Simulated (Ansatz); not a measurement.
Independent-particle absorption of SnO₂ (P4_2/mnm, a = 4.827 Å, b = 4.827 Å, c = 3.238 Å, α = 90.00°, β = 90.00°, γ = 90.00°), no local fields or excitons, 0.1 eV broadening. The calculation used DFT PBE, scalar-relativistic, plane waves, PAW in Ansatz.

Cutoff 420 eV; k points 6×6×8 on the computed 6-atom cell (Γ-centred); Gaussian smearing, width 0.02 eV; no spin polarisation. The spectrum is summed on a 9×9×12 mesh.

```
CELL_PARAMETERS angstrom
4.82742 0.00000 0.00000
0.00000 4.82742 0.00000
0.00000 0.00000 3.23807
ATOMIC_POSITIONS crystal
Sn 0.00000 0.00000 0.00000
Sn 0.50000 0.50000 0.50000
O 0.30654 0.30654 0.00000
O 0.19346 0.80654 0.50000
O 0.69346 0.69346 0.00000
O 0.80654 0.19346 0.50000
```

(photon energy (eV), ε2,zz): (0.0, 0.00), (0.4, 0.00), (0.8, 0.00), (1.2, 0.00), (1.6, 0.01), (2.0, 0.11), (2.4, 0.37), (2.8, 1.14), (3.2, 1.64), (3.6, 1.89), (4.0, 2.06), (4.4, 2.19), (4.8, 2.37), (5.2, 2.62), (5.6, 3.08), (6.0, 3.70), (6.4, 3.56), (6.8, 3.78), (7.2, 4.66), (7.6, 5.23), (8.0, 7.73), (8.4, 9.07), (8.8, 5.81), (9.2, 5.35), (9.6, 4.71), (10.0, 3.98), (10.4, 2.78), (10.8, 2.37), (11.2, 1.70), (11.6, 1.61), (12.0, 2.27), (12.4, 2.30), (12.8, 2.82), (13.2, 3.53), (13.6, 2.58), (14.0, 2.94)

The strongest peak lies near 8.4 eV. ε∞ (xx, yy, zz) = 4.8, 4.8, 5.1.

Cost: 1 run of about 2.4 core-minutes, on Arm Neoverse V1 (shared hosts).